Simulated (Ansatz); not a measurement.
Formation energy of PbSe (PbO-type structure)

The computed numbers are results of PBE, scalar-relativistic (no spin polarisation) in the plane-wave PAW code Ansatz at 420 eV, 6×6×8 k-mesh, Gaussian smearing of 0.05 eV; PAW files: Ansatz's generated set soft_2.

This is a trial structure; measured cells of the compound in the Crystallography Open Database are in space group Fm-3m (rock salt).

It takes space group P4/nmm (No. 129, tetragonal). The conventional cell has a = 5.349 Å, b = 5.349 Å, c = 4.221 Å, α = 90.00°, β = 90.00°, γ = 90.00°. Pb (site symmetry 4mm) is surrounded by 4 Se at 2.99 Å. Se (site symmetry -4m2) has 4 Pb at 2.99 Å as nearest neighbours. (Shells end 15 % past the nearest neighbour.)

The elements were computed in their standard states with the same datasets, cutoff and functional. Total energies depend on the potentials used, so only differences within one code and one set of settings carry meaning.

Energy of the relaxed cell (4 atoms, smearing extrapolated to zero): -34752.560 eV. Elements, in eV/atom: Pb -11906.418, Se -5469.079.

**Question.** What is the formation energy?

**Answer.** [-34752.560 − (2 × -11906.418 + 2 × -5469.079)] / 4 = -0.39 eV/atom, or -38 kJ per mole of atoms.

The value is for 0 K, without zero-point energy. Uncorrected semilocal values for oxides, chalcogenides and halides often miss by tenths of an eV an atom. A negative value shows stability against the elements alone, not against other compounds or structures.

Bader charges against formal ones: Pb +0.84 (+2), Se −0.84 (−2). The cations give up 42 % of the formal charge; Bader charges stay under formal ones because the anions' density reaches into the cations' basins, the more so the higher the formal charge and the softer the anion.

These numbers lack spin–orbit coupling.
